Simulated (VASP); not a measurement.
# MnO2 (P-3m1) in VASP: a series of runs

The runs below take MnO2 through single point, with r2SCAN.

Everything below comes from runs of VASP 6.6.1. Logs are shortened: lines on timing, memory, paths and dates and some standing lists are left out, and cuts for length are marked.

**1. The structure**

Symmetry: P-3m1, No. 164, trigonal system. The conventional cell has a = 2.857 Å, b = 2.857 Å, c = 4.601 Å, α = 90.00°, β = 90.00°, γ = 120.00°. Mn (site symmetry -3m) is surrounded by 6 O at 1.90 Å. Around O (site symmetry 3m) lie 3 Mn at 1.90 Å.

Measurements of this composition are mostly on another form, of space group No. 136.

**2. Single point, r2SCAN, collinear spin, ferromagnetic start**

The input, INCAR:

```
SYSTEM = MnO2
ADDGRID = .False.
ALGO = Normal
EDIFF = 1E-6
ENCUT = 460
ISIF = 2
ISMEAR = 0
ISPIN = 2
LASPH = .True.
LCHARG = .False.
LMAXMIX = 4
LMIXTAU = .True.
LORBIT = 11
LREAL = .False.
LWAVE = .False.
MAGMOM = 4 0 0
METAGGA = R2SCAN
NBANDS = 24
NELM = 100
PREC = Accurate
SIGMA = 0.01
```

The input, KPOINTS:

```
k-points
0
Gamma
  5 5 3
  0 0 0
```

The input, POSCAR:

```
MnO2
1.0
    2.8565781804      0.0000000000      0.0000000000
   -1.4282890902      2.4738692722      0.0000000000
    0.0000000000      0.0000000000      4.6013740589
Mn O
1 2
Direct
    0.0000000000      0.0000000000      0.5000000000
    0.3333333333      0.6666666667      0.7062925700
    0.6666666667      0.3333333333      0.2937074300
```

Potentials or basis: VASP PAW PBE potentials, release 64 (Mn_pv, O).

Started as:

```
cat potpaw_PBE.64/Mn_pv/POTCAR potpaw_PBE.64/O/POTCAR > POTCAR
mpirun -np 1 vasp_std > vasp.out
```

OUTCAR:

```text
SYSTEM = MnO2
   EDIFF = 1E-6
   ENCUT = 460
   ISIF = 2
   ISMEAR = 0
   ISPIN = 2
   LASPH = .True.
   LORBIT = 11
   LREAL = .False.
   METAGGA = R2SCAN
   NELM = 100
   PREC = Accurate

 Found     12 irreducible k-points:

 Following reciprocal coordinates:
            Coordinates               Weight
  0.000000  0.000000  0.000000      1.000000
  0.200000  0.000000  0.000000      6.000000
  0.400000  0.000000  0.000000      6.000000
  0.200000  0.200000  0.000000      6.000000
  0.400000  0.200000  0.000000      6.000000
  0.000000  0.000000  0.333333      2.000000
   k-points           NKPTS =     12   k-points in BZ     NKDIM =     12   number of bands    NBANDS=     24
   number of dos      NEDOS =    301   number of ions     NIONS =      3
   total plane-waves  NPLWV =  12800
   dimension x,y,z NGX =    20 NGY =   20 NGZ =   32
   dimension x,y,z NGXF=    40 NGYF=   40 NGZF=   64
   ions per type =               1   2
   NGX,Y,Z   is equivalent  to a cutoff of  11.64, 11.64, 11.56 a.u.
   NGXF,Y,Z  is equivalent  to a cutoff of  23.28, 23.28, 23.12 a.u.
 SYSTEM =  MnO2
   PREC   = accura    normal or accurate (medium, high low for compatibility)
   ISTART =      0    job   : 0-new  1-cont  2-samecut
   ICHARG =      2    charge: 1-file 2-atom 10-const
   ISPIN  =      2    spin polarized calculation?
   LNONCOLLINEAR =      F non collinear calculations
   LSORBIT =      F    spin-orbit coupling
   LASPH  =      T    aspherical Exc in radial PAW
   ENCUT  =  460.0 eV  33.81 Ry    5.81 a.u.   5.00  5.00  8.05*2*pi/ulx,y,z
   NELM   =    100;   NELMIN=  2; NELMDL= -5     # of ELM steps
   EDIFF  = 0.1E-05   stopping-criterion for ELM
   LREAL  =      F    real-space projection
   EDIFFG = 0.1E-04   stopping-criterion for IOM
   NSW    =      0    number of steps for IOM
   IBRION =     -1    ionic relax: 0-MD 1-quasi-New 2-CG
   NFREE  =      0    steps in history (QN), initial steepest desc. (CG)
   ISIF   =      2    stress and relaxation
   ISYM   =      2    0-nonsym 1-usesym 2-fastsym
   POTIM  = 0.5000    time-step for ionic-motion
   TEBEG  =    0.0;   TEEND  =   0.0 temperature during run
   PSTRESS=    0.0 pullay stress
   NELECT =      25.0000    total number of electrons
   NUPDOWN=      -1.0000    fix difference up-down
   EMIN   =  10.00;   EMAX   =-10.00  energy-range for DOS
   EFERMI =   0.00;   METHOD = LEGACY
   ISMEAR =     0;   SIGMA  =   0.01  broadening in eV -4-tet -1-fermi 0-gaus
   EFERMI_NEDOS =   21; number of points for ismear=-14 and -15
   IALGO  =     38    algorithm
   IMIX   =      4    mixing-type and parameters
     AMIX     =   0.40;   BMIX     =  1.00
     AMIX_MAG =   1.60;   BMIX_MAG =  1.00
  volume/ion in A,a.u.               =      10.84        73.15
  Fermi-wavevector in a.u.,A,eV,Ry     =   1.499747  2.834111 30.602787  2.249241
  Thomas-Fermi vector in A             =   2.611337
   LORBIT       =     11    0 simple, 1 ext, 2 COOP (PROOUT), +10 PAW based schemes
   METAGGA = R2SCAN    functional components
   LHFCALC =     F    Hartree Fock is set to
   AEXX    =    0.0000 exact exchange contribution
   IVDW    =     0    specifies the selected vdW correction
   LEPSILON=     F    determine dielectric tensor
   LRPA    =     F    only Hartree local field effects (RPA)
 spin polarized calculation
 Gauss-broadening in eV      SIGMA  =   0.01
  energy-cutoff  :      460.00
  volume of cell :       32.52
 maximum number of plane-waves:       737
 NGX is ok and might be reduce to    20
   NGX =  9   NGY =  9   NGZ = 17

 number of electron      25.0000023 magnetization       2.9999872

 Free energy of the ion-electron system (eV)
  ---------------------------------------------------
  ext. energy  EPLUGINS =         0.00000000
  ---------------------------------------------------
  free energy    TOTEN  =       -32.53617155 eV

  energy without entropy =      -32.53617155  energy(sigma->0) =      -32.53617155

 E-fermi :   2.5781     XC(G=0): -11.5612

 val. band max:        2.4276208512   @ k =   0.0000   0.2000   0.3333
 cond. band min:       4.4169430650   @ k =   0.0000   0.0000   0.3333
 fundamental gap:      1.9893222138
 Fermi energy:         2.5780854812

 spin component 1

 k-point     1 :       0.0000    0.0000    0.0000
  band No.  band energies     occupation
      1     -49.7540      1.00000
      2     -49.7255      1.00000
      3     -49.7255      1.00000
      4     -17.7222      1.00000
      5     -15.4278      1.00000
      6      -3.7649      1.00000
[... 16 lines left out ...]
     23      26.0539      0.00000
     24      27.6718      0.00000

 k-point     2 :       0.2000    0.0000    0.0000
  band No.  band energies     occupation
      1     -49.7801      1.00000
      2     -49.7447      1.00000
      3     -49.7377      1.00000
      4     -17.2430      1.00000
      5     -15.5744      1.00000
      6      -3.4082      1.00000
[... 16 lines left out ...]
     23      25.5679      0.00000
     24      26.1492      0.00000

 k-point     3 :       0.4000    0.0000    0.0000
  band No.  band energies     occupation
      1     -49.8674      1.00000
      2     -49.7574      1.00000
      3     -49.7296      1.00000
      4     -16.3384      1.00000
      5     -15.8445      1.00000
      6      -4.0234      1.00000
[... 16 lines left out ...]
     23      24.6158      0.00000
     24      26.1412      0.00000

 k-point     4 :       0.2000    0.2000    0.0000
  band No.  band energies     occupation
      1     -49.8362      1.00000
      2     -49.7685      1.00000
      3     -49.7325      1.00000
      4     -16.5427      1.00000
      5     -15.7734      1.00000
      6      -3.3013      1.00000
[... 16 lines left out ...]
     23      23.4302      0.00000
     24      26.1693      0.00000

 k-point     5 :       0.4000    0.2000    0.0000
  band No.  band energies     occupation
      1     -49.8629      1.00000
      2     -49.7952      1.00000
      3     -49.7251      1.00000
      4     -16.0091      1.00000
      5     -15.9469      1.00000
      6      -3.7530      1.00000
[... 16 lines left out ...]
     23      22.5733      0.00000
     24      26.1757      0.00000

 k-point     6 :       0.0000    0.0000    0.3333
  band No.  band energies     occupation
      1     -49.7541      1.00000
      2     -49.7255      1.00000
      3     -49.7254      1.00000
      4     -17.6350      1.00000
      5     -15.5708      1.00000
      6      -3.3188      1.00000
[... 16 lines left out ...]
     23      26.1023      0.00000
     24      26.7889      0.00000

 [... further k-points ...]

 spin component 2

 k-point     1 :       0.0000    0.0000    0.0000
  band No.  band energies     occupation
      1     -45.6301      1.00000
      2     -45.6300      1.00000
      3     -45.4297      1.00000
      4     -17.6628      1.00000
      5     -15.3813      1.00000
      6      -2.6201      1.00000
[... 16 lines left out ...]
     23      28.6767      0.00000
     24      28.7812      0.00000

 k-point     2 :       0.2000    0.0000    0.0000
  band No.  band energies     occupation
      1     -45.6993      1.00000
      2     -45.6450      1.00000
      3     -45.4168      1.00000
      4     -17.1817      1.00000
      5     -15.5197      1.00000
      6      -2.4038      1.00000
[... 16 lines left out ...]
     23      26.0996      0.00000
     24      27.9613      0.00000

 k-point     3 :       0.4000    0.0000    0.0000
  band No.  band energies     occupation
      1     -45.8097      1.00000
      2     -45.6690      1.00000
      3     -45.3958      1.00000
      4     -16.2755      1.00000
      5     -15.7831      1.00000
      6      -3.0403      1.00000
[... 16 lines left out ...]
     23      25.3440      0.00000
     24      27.7659      0.00000

 k-point     4 :       0.2000    0.2000    0.0000
  band No.  band energies     occupation
      1     -45.7702      1.00000
      2     -45.6832      1.00000
      3     -45.3999      1.00000
      4     -16.4815      1.00000
      5     -15.7102      1.00000
      6      -2.2406      1.00000
[... 16 lines left out ...]
     23      24.0154      0.00000
     24      27.5054      0.00000

 k-point     5 :       0.4000    0.2000    0.0000
  band No.  band energies     occupation
      1     -45.8036      1.00000
      2     -45.7170      1.00000
      3     -45.3894      1.00000
      4     -15.9418      1.00000
      5     -15.8882      1.00000
      6      -2.8654      1.00000
[... 16 lines left out ...]
     23      23.2277      0.00000
     24      27.7041      0.00000

 k-point     6 :       0.0000    0.0000    0.3333
  band No.  band energies     occupation
      1     -45.6301      1.00000
      2     -45.6300      1.00000
      3     -45.4299      1.00000
      4     -17.5750      1.00000
      5     -15.5227      1.00000
      6      -2.2561      1.00000
[... 16 lines left out ...]
     23      27.6409      0.00000
     24      27.6409      0.00000

 [... further k-points ...]

------------------------ aborting loop because EDIFF is reached ----------------------------------------

  FORCE on cell =-STRESS in cart. coord.  units (eV):
  Direction    XX          YY          ZZ          XY          YZ          ZX
  --------------------------------------------------------------------------------------
  -------------------------------------------------------------------------------------
  Total       -0.1374399     -0.1374399     -0.1705086     -0.0000000      0.0000000      0.0000000
  in kB       -6.7719397     -6.7719397     -8.4012997     -0.0000000      0.0000000      0.0000000
  external PRESSURE =      -7.3150597 kB  Pullay stress =       0.0000000 kB

 VOLUME and BASIS-vectors are now :
 -----------------------------------------------------------------------------
  energy-cutoff  :      460.00
  volume of cell :       32.52
      direct lattice vectors                 reciprocal lattice vectors
     2.856578180  0.000000000  0.000000000     0.350069187  0.202112539  0.000000000
    -1.428289090  2.473869272  0.000000000     0.000000000  0.404225078  0.000000000
     0.000000000  0.000000000  4.601374059     0.000000000  0.000000000  0.217326387

 POSITION                                       TOTAL-FORCE (eV/Angst)
 -----------------------------------------------------------------------------------
      0.00000      0.00000      2.30069         0.000000      0.000000      0.000000
     -0.00000      1.64925      3.24992         0.000000      0.000000     -0.006243
      1.42829      0.82462      1.35146        -0.000000     -0.000000      0.006243
 -----------------------------------------------------------------------------------
    total drift:                                0.000000     -0.000000      0.000000

  FREE ENERGIE OF THE ION-ELECTRON SYSTEM (eV)
  ---------------------------------------------------
  free  energy   TOTEN  =       -32.5361715467 eV

  energy  without entropy=      -32.5361715467  energy(sigma->0) =      -32.53617155

 total charge

# of ion       s       p       d       tot
------------------------------------------
    1        0.382   6.468   4.862  11.712
    2        1.594   3.449   0.000   5.043
    3        1.594   3.449   0.000   5.043
--------------------------------------------------
tot          3.571  13.365   4.862  21.798

 magnetization (x)

# of ion       s       p       d       tot
------------------------------------------
    1        0.030   0.039   2.867   2.936
    2        0.004   0.002   0.000   0.006
    3        0.004   0.002   0.000   0.006
--------------------------------------------------
tot          0.038   0.043   2.867   2.948
```

It took 91 s on 1 thread of Intel Xeon Platinum 8375C at 2.90GHz (Ice Lake), shared host; peak memory 0.14 GiB.

These settings aren't checked as converged: the numbers below hold their error.

What came out:

```
Free energy                                           : -32.5362 eV
Pressure                                              : -0.7 GPa
Largest force                                         : 0.006 eV/Å
Band gap on the k mesh                                : 1.99 eV, indirect (least direct gap 2.03 eV)
Net moment                                            : 3.00 μB per cell
Site moments                                          : Mn +2.94; O +0.01 μB
Valence electrons inside the program's atomic spheres : Mn 11.71; O 5.04
```

Caveat: the k mesh is coarse (spacing up to 0.51 Å⁻¹), so the values aren't converged; the cutoff is under 1.25 times the usual one of these potentials, so pressure, stress and relaxed cells hold a basis-set (Pulay) error; the PAW data sets were made with another functional, which shifts forces and pressure a little; an odd mesh through Γ misses points on the zone boundary, where band edges often lie; a cell with one magnetic atom can't hold antiferromagnetic order, which such compounds often take.

**3. Single point, r2SCAN, collinear spin, ferromagnetic start**

INCAR is that of step 2.

KPOINTS is that of step 2.

The input, POSCAR:

```
MnO2
1.0
    2.8565781804      0.0000000000      0.0000000000
   -1.4282890902      2.4738692722      0.0000000000
    0.0000000000      0.0000000000      4.6013740589
Mn O
1 2
Direct
    0.0186700000     -0.0033200000      0.4886240000
    0.3165570000      0.6444560000      0.7182440000
    0.6490790000      0.3390650000      0.3129550000
```

Potentials or basis: VASP PAW PBE potentials, release 64 (Mn_pv, O).

Started as:

```
cat potpaw_PBE.64/Mn_pv/POTCAR potpaw_PBE.64/O/POTCAR > POTCAR
mpirun -np 1 vasp_std > vasp.out
```

Run time: 2.5 min. Hardware: 1 thread of Intel Xeon Platinum 8375C at 2.90GHz (Ice Lake), shared host; peak memory 0.17 GiB.

The run converged, but some of its settings lie outside the range that counts as converged, so its numbers aren't taken as properties of the crystal.

Results:

- Free energy: -32.1911 eV
- Pressure: 5.4 GPa
- Largest force: 4.175 eV/Å
- Band gap on the k mesh: 1.88 eV, indirect (least direct gap 1.97 eV)
- Net moment: 3.00 μB per cell
- Site moments: Mn +2.90; O -0.02, +0.06 μB
- Valence electrons inside the program's atomic spheres: Mn 11.79; O 5.00, 5.11

Caveat: the k mesh is coarse (spacing up to 0.51 Å⁻¹), so the values aren't converged; the cutoff is under 1.25 times the usual one of these potentials, so pressure, stress and relaxed cells hold a basis-set (Pulay) error; the PAW data sets were made with another functional, which shifts forces and pressure a little; an odd mesh through Γ misses points on the zone boundary, where band edges often lie; a cell with one magnetic atom can't hold antiferromagnetic order, which such compounds often take.

**4. The reference run**

An earlier run on the cell as given: functional PBE; potentials or basis VASP PAW PBE potentials, release 64 (Mn_pv, O); cutoff 520 eV; k mesh 11 × 11 × 6; occupations fermi-dirac, width 0.05 eV; collinear spin, ferromagnetic start; starting moments [4.0, 0.0, 0.0] μB.

* Pressure: 5.8 GPa
* Largest force: 0.310 eV/Å
* Band gap on the k mesh: 0.81 eV, indirect (least direct gap 0.87 eV)
* Net moment: 3.00 μB per cell
* Site moments: Mn +2.83; O +0.04 μB
* Valence electrons inside the program's atomic spheres: Mn 11.75; O 5.00
